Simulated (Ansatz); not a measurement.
## SnSe2: single point with PBE

The system is SnSe2.

```
CELL_PARAMETERS angstrom
3.81100 0.00000 0.00000
-1.90550 3.30042 0.00000
0.00000 0.00000 6.13600
ATOMIC_POSITIONS crystal
Sn 0.00000 0.00000 0.00000
Se 0.66667 0.33333 0.75100
Se 0.33333 0.66667 0.24900
```

| Item | Value |
| --- | --- |
| Program | Ansatz 0.2.0 |
| Task | single point |
| Functional | PBE |
| Potentials or basis | Ansatz PAW |
| Cutoff | 420 eV (not typed: the program's choice for these potentials) |
| k mesh | 8 × 8 × 5 |
| Occupations | gaussian, width 0.03 eV |
| Spin | no spin polarisation |

The pressure is 5.5 GPa and the largest force is 0.787 eV/Å. The band gap on the k mesh is 0.81 eV, indirect (least direct gap 1.10 eV).

Forces on the atoms (eV/Å):
```
Sn   0.000  0.000  0.000
Se   0.000  0.000 -0.787
Se   0.000  0.000  0.787
```

Stress tensor (GPa, compression positive):
```
5.04 0.00 0.00
0.00 5.04 0.00
0.00 0.00 6.53
```

Levels at points of the mesh, in eV from the valence-band top:
| k point | band 21 | band 22 | band 23 | band 24 | band 25 | band 26 |
| --- | --- | --- | --- | --- | --- | --- |
| (0.00, 0.00, 0.00) | -0.39 | -0.39 | -0.01 | 1.10 | 2.95 | 4.65 |
| (0.00, -0.50, 0.00) | -2.68 | -1.20 | -0.31 | 1.16 | 3.80 | 5.46 |

It took 5.9 s on 2 threads of Intel(R) Xeon(R) Processor @ 2.50GHz (Skylake/Cascade Lake), with other jobs on the host, peak memory 0.42 GiB.

Caveat: odd divisions of the mesh miss points on the zone boundary, where band edges often lie, so the gap on the mesh can be too wide; spin-orbit coupling is left out, which moves the levels of the heavy elements; this functional lacks dispersion, which binds the layers, so the pressure and a relaxed spacing across them are unreliable. A k mesh can miss the band edges.
